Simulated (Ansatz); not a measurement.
Input and command of a plane-wave DFT calculation in Ansatz:

```yaml
crystal:
  lattice:
    - [4.438, 0.0, 0.0]
    - [0.0, 4.438, 0.0]
    - [0.0, 0.0, 4.438]
  atoms:
    - { symbol: Co, position: [0.14, 0.14, 0.14] }
    - { symbol: Co, position: [0.36, 0.86, 0.64] }
    - { symbol: Co, position: [0.64, 0.36, 0.86] }
    - { symbol: Co, position: [0.86, 0.64, 0.36] }
    - { symbol: Si, position: [0.843, 0.843, 0.843] }
    - { symbol: Si, position: [0.657, 0.157, 0.343] }
    - { symbol: Si, position: [0.343, 0.657, 0.157] }
    - { symbol: Si, position: [0.157, 0.343, 0.657] }
basis:
  ecutwfc: 420
kpoints:
  mp_grid: { grid: [8, 8, 8] }
hamiltonian:
  xc: pbe
scf:
  occupations: { method: gaussian, width: 0.1 }
output:
  forces: true
  stress: true
  eigenvalues: true
relax:
  adjacent_minimum: "off"
  f_tol: 0.01
  max_steps: 40
```

```bash
ansatz run input.yaml --threads 2 --pin off --max-ram 5120MiB --backend cpu --events-out ev --progress --plain --runs-dir out
```

Processor: Intel(R) Xeon(R) Platinum 8259CL CPU @ 2.50GHz (Skylake/Cascade Lake), 2 threads, on a host shared with other jobs.

How long does it run, and how much memory does it take?

About 59 s on 2 threads of Intel(R) Xeon(R) Platinum 8259CL CPU @ 2.50GHz (Skylake/Cascade Lake) (shared host), peak memory 0.49 GiB. It solves 51 bands at 45 k points (the mesh reduced by symmetry) with about 1743 plane waves, in 30 SCF iterations over 5 ionic steps.
